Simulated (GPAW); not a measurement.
Runs of GPAW 26.7.0 on SnSe2. It takes space group P-3m1 (No. 164, trigonal). The conventional cell has a = 3.811 Å, b = 3.811 Å, c = 6.136 Å, α = 90.00°, β = 90.00°, γ = 120.00°. Sn (site symmetry -3m) has 6 Se at 2.68 Å as nearest neighbours. Se (site symmetry 3m) has 3 Sn at 2.68 Å as nearest neighbours. 

| task | cell | k mesh | optimizer | fmax | max steps | target pressure | convergence | gap on the mesh (eV) | pressure (GPa) | largest force (eV/Å) |
| --- | --- | --- | --- | --- | --- | --- | --- | --- | --- | --- |
| single point | as given | 8 × 8 × 5 | - | - | - | - | - | (a) | 2.3 | (b) |
| relaxation of cell and atoms | relaxed to 10 GPa | 6 × 6 × 3 | BFGS | 0.02 eV/Å | 60 | 10 GPa | density=1e-05 forces=0.0001 | none | 10.0 | - |
| relaxation of cell and atoms | relaxed to 2 GPa | 6 × 6 × 3 | BFGS | 0.02 eV/Å | 60 | 2 GPa | density=1e-05 forces=0.0001 | 0.46 | 2.0 | - |
| relaxation of cell and atoms | relaxed | 6 × 6 × 3 | BFGS | 0.02 eV/Å | 60 | - | density=1e-05 forces=0.0001 | 0.62 | 0.0 | 0.02 |
| relaxation of cell and atoms | relaxed to 30 GPa | 6 × 6 × 3 | BFGS | 0.02 eV/Å | 60 | 30 GPa | density=1e-05 forces=0.0001 | none | 30.0 | 0.01 |
| relaxation of cell and atoms | relaxed to 20 GPa | 6 × 6 × 3 | BFGS | 0.02 eV/Å | 60 | 20 GPa | density=1e-05 forces=0.0001 | none | 20.1 | - |
| single point | atoms moved at random, drawn with an rms of 0.05 Å | 8 × 8 × 5 | - | - | - | - | - | 0.69 | 1.7 | 0.59 |
| relaxation of cell and atoms | relaxed to 5 GPa | 6 × 6 × 3 | BFGS | 0.02 eV/Å | 60 | 5 GPa | density=1e-05 forces=0.0001 | 0.15 | 5.1 | 0.01 |

Alike in all rows: level PBEsol; potentials or basis PAW data sets generated in the run's folder for this functional, pw; no spin polarisation; cutoff (eV) 600; smearing fermi-dirac 0.05 eV.

Problem. Estimate the missing entries.

Solution. (a) 0.75; (b) 0.58.

Caveats: this functional lacks dispersion, which binds the layers, so the pressure and a relaxed spacing across them are unreliable (some runs); later steps reuse the first step's grids (some runs); spin-orbit coupling is left out, which moves the levels of the heavy elements (some runs); an odd mesh through Γ misses points on the zone boundary, where band edges often lie (some runs).

A k mesh can miss the band edges, and the runs leave out spin-orbit coupling on Se, Sn.

A gap of «none» marks a metal or a gap under the smearing width.
